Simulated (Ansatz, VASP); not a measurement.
## One calculation of HgTe, two programs

The input POSCAR:

```
HgTe
1.0
    3.7903382949      0.0000000000      0.0000000000
    0.0000000000      3.7903382949      0.0000000000
    0.0000000000      0.0000000000      3.7903382949
Hg Te
1 1
Direct
    0.0000000000      0.0000000000      0.0000000000
    0.5000000000      0.5000000000      0.5000000000
```

Contents of INCAR.step1:

```
ALGO = Normal
EDIFF = 1E-4
ENCUT = 520
GGA = PE
ISMEAR = 1
LASPH = True
LCHARG = False
LREAL = False
LWAVE = True
NBANDS = 16
NELM = 80
PREC = Accurate
SIGMA = 0.001
```

Contents of INCAR.step2:

```
ALGO = Normal
EDIFF = 1E-6
ENCUT = 520
ISIF = 2
ISMEAR = 1
ISTART = 1
LASPH = True
LCHARG = False
LMIXTAU = True
LREAL = False
LWAVE = False
METAGGA = R2SCAN
NBANDS = 16
NELM = 80
PREC = Accurate
SIGMA = 0.001
```

The input KPOINTS:

```
k-points
0
Gamma
  4 4 4
```

Input for Ansatz:

```yaml
crystal:
  lattice:
    - [3.7903382949, 0.0, 0.0]
    - [0.0, 3.7903382949, 0.0]
    - [0.0, 0.0, 3.7903382949]
  atoms:
    - { symbol: Hg, position: [0.0, 0.0, 0.0] }
    - { symbol: Te, position: [0.5, 0.5, 0.5] }
kpoints:
  mp_grid: { grid: [4, 4, 4] }
hamiltonian:
  xc: r2scan
scf:
  occupations: { method: cold, width: 0.001 }
  n_extra_bands: 4
output:
  forces: true
  stress: true
  eigenvalues: true
```

Alike in both runs: task single point; functional r2SCAN; k mesh 4 × 4 × 4; no spin polarisation.

```csv
,VASP,Ansatz
version,VASP 6.6.1,Ansatz 0.2.0
potentials or method,"VASP PAW PBE potentials, release 64 (Hg, Te)",plane waves
plane-wave cutoff (eV),520,500
occupations,"methfessel-paxton of order 1, width 0.001 eV","cold, width 0.001 eV"
valence electrons in the cell,18,36
```

```tsv
	VASP	Ansatz	Ansatz less VASP
pressure (GPa)	0.2	0.1	-0.12
```

The two sets of potentials don't hold the same shells in valence.

Caveats: the k mesh is coarse (spacing up to 0.41 Å⁻¹), so the values aren't converged; the PAW data sets were made with another functional, which shifts forces and pressure a little (VASP). Spin-orbit coupling is left out, which matters for the levels of Hg, Te.
